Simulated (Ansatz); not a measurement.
A run of Ansatz 0.2.0 is set up as follows.

Contents of input.yaml:

```yaml
crystal:
  lattice:
    - [0.0, 2.82891, 2.82891]
    - [2.82891, 0.0, 2.82891]
    - [2.82891, 2.82891, 0.0]
  atoms:
    - { symbol: Ge, position: [0.75, 0.75, 0.75] }
    - { symbol: Ge, position: [0.5, 0.5, 0.5] }
kpoints:
  mp_grid: { grid: [8, 8, 8] }
  band_path:
    path:
      - [0.0, 0.0, 0.0]
      - [0.5, 0.0, 0.5]
      - [0.5, 0.25, 0.75]
      - [0.375, 0.375, 0.75]
      - [0.0, 0.0, 0.0]
      - [0.5, 0.5, 0.5]
      - [0.625, 0.25, 0.625]
      - [0.5, 0.25, 0.75]
    npoints: 6
scf:
  occupations: { method: fermi_dirac, width: 0.05 }
hamiltonian:
  xc: pbesol
  pseudopotentials:
    kind: all_electron
    lapw: { basis_error: 0.001 }
    dirac_shells: { Ge: ["3p"] }
output:
  forces: true
  stress: true
  eigenvalues: true
```

Potentials or basis: all-electron LAPW, inner shells corrected to Dirac's equation.

Run with:

```sh
$ ansatz run input.yaml --threads 1 --pin off --max-ram 3072MiB --backend cpu --events-out ev --progress --plain --runs-dir out
```

(1) Estimate the pressure.

(2) Estimate the band gap along the path.

## Answers

(1) 0.6 GPa.

(2) none (metal or under the smearing width).

**The experiment to reproduce.**

“Temperature-dependent photoluminescence in Ge: experiment and theory”, 2020, arxiv:2003.00143 reports, for a bulk crystal of Ge at 0 K: band gap 0.744 eV (indirect).

A measured gap of Ge is 0.744 eV (indirect; 0 K; “Temperature-dependent photoluminescence in Ge: experiment and theory”, 2020, arxiv:2003.00143); the calculated 0.00 eV misses it by -0.74 eV. 3 values of this kind are on record (0.666 to 0.807 eV); this one was drawn at random among those near their median. Spin-orbit coupling on Ge is left out. The value is that of PBEsol, without temperature or zero-point motion. Semilocal functionals fall short of measured gaps as a rule.
